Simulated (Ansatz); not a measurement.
**Yb: what relativity and spin–orbit coupling change**

```yaml
crystal:
  lattice:
    - [0.00000, 2.74310, 2.74310]
    - [2.74310, 0.00000, 2.74310]
    - [2.74310, 2.74310, 0.00000]
  atoms:
    - { symbol: Yb, position: [0.00000, 0.00000, 0.00000] }
```

The conventional cell has a = 5.486 Å, b = 5.486 Å, c = 5.486 Å, α = 90.00°, β = 90.00°, γ = 90.00°. Yb (atom 1) is surrounded by 12 Yb at 3.88 Å.

The cell is COD entry 9010997, as deposited and not checked against the literature; nothing was relaxed.

Where the f shell is localised, expect the real compound to differ from this run without U.

One fixed cell is solved with PBE by frozen-core PAW in Ansatz 0.2.0 under different relativistic treatments. Pressure is positive in compression.

The runs use a Γ-centred 12×12×12 k mesh, Fermi–Dirac smearing of 0.05 eV, cutoff 420 eV, no spin polarisation.

| setting | P (GPa) | lowest level at Γ above −25 eV, from the valence-band top or, without a gap, the Fermi level (eV) |
| --- | --- | --- |
| scalar-relativistic | ? | -24.01 |
| with spin–orbit coupling | ? | -22.58 |

Question: Give the missing entry: row "with spin–orbit coupling", column "P (GPa)".

Answer: -2.69.

Question: Fill in "P (GPa)" for the row "scalar-relativistic".

Answer: -2.15.
